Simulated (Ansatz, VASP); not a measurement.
## BeTe in VASP and in Ansatz

```
Te Be
1.0
     0.00000    2.77000    2.77000
     2.77000    0.00000    2.77000
     2.77000    2.77000    0.00000
Te Be
1 1
Cartesian
  4.1550 4.1550 4.1550
  0.0000 0.0000 0.0000
```

Alike in both runs: task single point; functional PBE; k mesh 8 × 8 × 8; occupations gaussian, width 0.03 eV; no spin polarisation.

|  | VASP | Ansatz |
| --- | --- | --- |
| version | VASP 6.6.1 | Ansatz 0.2.0 |
| potentials or method | VASP PAW PBE potentials, release 64 (Te, Be) | Ansatz PAW |
| plane-wave cutoff (eV) | 520 | 420 |
| valence electrons in the cell | 8 | 18 |

Ansatz gave:

| Property | Result |
| --- | --- |
| gap on the k mesh at the Fermi level (eV) | 1.86 |
| least direct gap on the mesh (eV) | 3.59 |
| pressure (GPa) | 4.3 |

Q: Which values does VASP return?

A: gap on the k mesh at the Fermi level (eV): 1.85; least direct gap on the mesh (eV): 3.56; pressure (GPa): 4.5.

The two sets of potentials don't hold the same shells in valence.

Caveats: spin-orbit coupling is left out, which moves the levels of the heavy elements. A k mesh can miss the band edges.
